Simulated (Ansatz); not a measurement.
Input of an Ansatz 0.2.0 run:

Contents of input.yaml:

```yaml
crystal:
  lattice:
    - [-0.09159188, 0.02278148, -3.96239693]
    - [3.88088382, 4.13177996, 0.06849871]
    - [3.92317125, -4.17406739, 0.11385529]
  atoms:
    - { symbol: Ba, position: [0.9974869, 0.00014772, 0.00042717] }
    - { symbol: Ba, position: [0.99982027, 0.4987526, 0.50108677] }
    - { symbol: Ti, position: [0.5007474, 0.49905912, 0.99785408] }
    - { symbol: Ti, position: [0.50365646, 0.99876813, 0.49738197] }
    - { symbol: O, position: [0.99895966, 0.49877997, 0.99824097] }
    - { symbol: O, position: [0.00194463, 0.99975533, 0.50211677] }
    - { symbol: O, position: [0.49413247, 0.25152792, 0.25251016] }
    - { symbol: O, position: [0.49937016, 0.75231443, 0.7482599] }
    - { symbol: O, position: [0.50325957, 0.25086477, 0.74968771] }
    - { symbol: O, position: [0.50062248, 0.75003001, 0.25243449] }
hamiltonian:
  xc: r2scan
  pseudopotentials: { kind: paw }
  hubbard: { sites: [{ species: Ti, l: d, u_eff: 5.0 }] }
kpoints:
  mp_grid: { grid: [7, 5, 5] }
  band_path:
    path:
      - [[0.5, 0.0, 0.0], [0.0, 0.0, 0.0], [0.0, -0.5, 0.0]]
      - [[0.5, -0.5, 0.0], [0.0, 0.0, 0.0], [0.0, 0.5, -0.5]]
      - [[0.5, 0.5, -0.5], [0.0, 0.0, 0.0], [0.0, 0.0, -0.5]]
      - [[0.5, 0.0, -0.5], [0.0, 0.0, 0.0]]
    npoints: 10
scf:
  occupations: { method: fermi_dirac, width: 0.05 }
  n_extra_bands: 25
output:
  forces: true
  stress: true
  eigenvalues: true
  fatbands: false
  write_density: true
  write_potential: true
  elf: true
  volumetric_format: npy
```

Potentials or basis: Ansatz PAW.

Launch:

```bash
$ ansatz run input.yaml --threads 4 --pin off --max-ram 11264MiB --backend cpu --events-out ev --progress --plain --runs-dir out
```

**Question.** Predict the band gap along the path.

**Answer.** 2.62 eV.

**Question.** Predict the largest force.

**Answer.** 0.283 eV/Å.

Stress tensor (GPa, compression positive):
```
 6.69  1.32 -6.30
 1.32 -5.58  1.42
-6.30  1.42  3.16
```

Caveat: the k mesh misses the band edges, so the gap on the mesh is wider than the one along the path; spin-orbit coupling is left out, which moves the levels of the heavy elements; the PAW data sets come from PBE, with cores solved anew for the run's functional, which leaves a small shift of forces and pressure.
